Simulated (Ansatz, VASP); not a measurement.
# BN in VASP and in Ansatz

The input INCAR:

```
SYSTEM = BN
PREC     = Accurate       ! precision mode
ENCUT    = 520            ! plane-wave cutoff, eV
EDIFF    = 1E-6           ! SCF threshold, eV
ISMEAR   = -1             ! smearing method
SIGMA    = 0.05           ! smearing width, eV
LREAL    = .FALSE.        ! projectors in reciprocal space
LASPH    = .TRUE.         ! aspherical terms in the spheres
NELM     = 80             ! most SCF steps
ALGO     = Normal         ! electronic algorithm
ISIF     = 2              ! what is computed and relaxed
LWAVE    = .FALSE.        ! write WAVECAR
LCHARG   = .FALSE.        ! write CHGCAR
GGA      = PE             ! functional
NBANDS   = 11             ! bands
```

The input KPOINTS:

```
regular mesh
0
G
  14 14 14
  0 0 0
```

Contents of POSCAR:

```
BN
1.0
    2.1540346200      0.0000000000      0.0000000000
    0.0000000000      2.1540346200      0.0000000000
    0.0000000000      0.0000000000      2.1540346200
B N
1 1
Direct
    0.0000000000      0.0000000000      0.0000000000
    0.5000000000      0.5000000000      0.5000000000
```

Input for Ansatz:

```yaml
crystal:
  lattice:
    - [2.15403462, 0.0, 0.0]
    - [0.0, 2.15403462, 0.0]
    - [0.0, 0.0, 2.15403462]
  atoms:
    - { symbol: B, position: [0.0, 0.0, 0.0] }
    - { symbol: "N", position: [0.5, 0.5, 0.5] }
kpoints:
  mp_grid: { grid: [14, 14, 14] }
scf:
  occupations: { method: fermi_dirac, width: 0.05 }
hamiltonian:
  xc: pbe
  pseudopotentials: { kind: all_electron, lapw: { basis_error: 0.001 } }
output:
  forces: true
  stress: true
  eigenvalues: true
  populations: true
```

Change from the starting cell: volume scaled by 0.8, LAPW.

Alike in both runs: task single point; functional PBE; k mesh 14 × 14 × 14; occupations fermi-dirac, width 0.05 eV; no spin polarisation.

|  | VASP | Ansatz |
| --- | --- | --- |
| version | VASP 6.6.1 | Ansatz 0.2.0 |
| potentials or method | VASP PAW PBE potentials, release 64 (B, N) | all-electron LAPW, scalar-relativistic |
| plane-wave cutoff (eV) | 520 | see its input |

|  | VASP | Ansatz | Ansatz less VASP |
| --- | --- | --- | --- |
| pressure (GPa) | 85.5 | 85.6 | +0.04 |

Ansatz ran all-electron here, so the differences hold the error of VASP's frozen core and of both bases.

Caveats: the cell as given lies far from equilibrium; so large a pressure means that the cell lies far from this level's equilibrium, or that cutoff or potentials fall short (VASP).
